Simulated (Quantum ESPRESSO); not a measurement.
Runs of Quantum ESPRESSO 7.5 on HfN. Symmetry: Fm-3m, No. 225, cubic system. Conventional cell: a = 4.512 Å, b = 4.512 Å, c = 4.512 Å, α = 90.00°, β = 90.00°, γ = 90.00°. Hf (site symmetry m-3m) is surrounded by 6 N at 2.26 Å. N (site symmetry m-3m) is surrounded by 6 Hf at 2.26 Å. 

| task | level | potentials or basis | U | cell | k mesh | start of the occupations | hubbard projectors | form of the LDA correlation | mixing beta | q mesh | gap on the mesh (eV) | pressure (GPa) |
| --- | --- | --- | --- | --- | --- | --- | --- | --- | --- | --- | --- | --- |
| Hubbard U by linear response | LDA+U | GBRV 1.5 LDA | Hf d U = 4.0 eV | as given | 8 × 8 × 8 | default | ortho-atomic | PZ81 | 0.3 | 2 × 2 × 2 | none | -1.4 |
| phonon dispersion | LDA | GBRV 1.5 LDA | - | relaxed | 10 × 10 × 10 | - | - | PZ81 | 0.5 | 2 × 2 × 2 | none | -0.1 |
| phonons | vdW-DF-cx | GBRV 1.5 PBE | - | relaxed | 8 × 8 × 8 | - | - | - | 0.5 | - | none | 0.0 |
| Hubbard U by linear response | LDA+U | GBRV 1.5 LDA | Hf d U = 2.0 eV | as given | 8 × 8 × 8 | default | ortho-atomic | PZ81 | 0.3 | 2 × 2 × 2 | none | -5.2 |
| Hubbard U by linear response | LDA+U | GBRV 1.5 LDA | Hf d U = 0.0001 eV | as given | 8 × 8 × 8 | default | ortho-atomic | PZ81 | 0.3 | 2 × 2 × 2 | none | (b) |
| Hubbard U by linear response | LDA+U | GBRV 1.5 LDA | Hf d U = 8.0 eV | as given | 8 × 8 × 8 | default | ortho-atomic | PZ81 | 0.3 | 2 × 2 × 2 | none | (a) |
| Hubbard U by linear response | LDA+U | GBRV 1.5 LDA | Hf d U = 6.0 eV | as given | 8 × 8 × 8 | default | ortho-atomic | PZ81 | 0.3 | 2 × 2 × 2 | none | 2.7 |
| phonons | revPBE | GBRV 1.5 PBE | - | relaxed | 8 × 8 × 8 | - | - | - | 0.5 | - | none | 0.0 |

Alike in all rows: no spin polarisation; cutoff (eV) 612; smearing cold 0.2 eV.

Q: Fill in the values left out.

A: (a) 7.1; (b) -8.7.

Caveats: U without spin polarisation on a metal has little footing (some runs); the mesh is thin for the phonons of a metal (some runs); the potentials were made for another functional, which shifts forces and pressure (some runs).

A k mesh can miss the band edges, and the runs leave out spin-orbit coupling on Hf.

A gap of «none» marks a metal or a gap under the smearing width.

Runs at the PBE level aren't shown here.
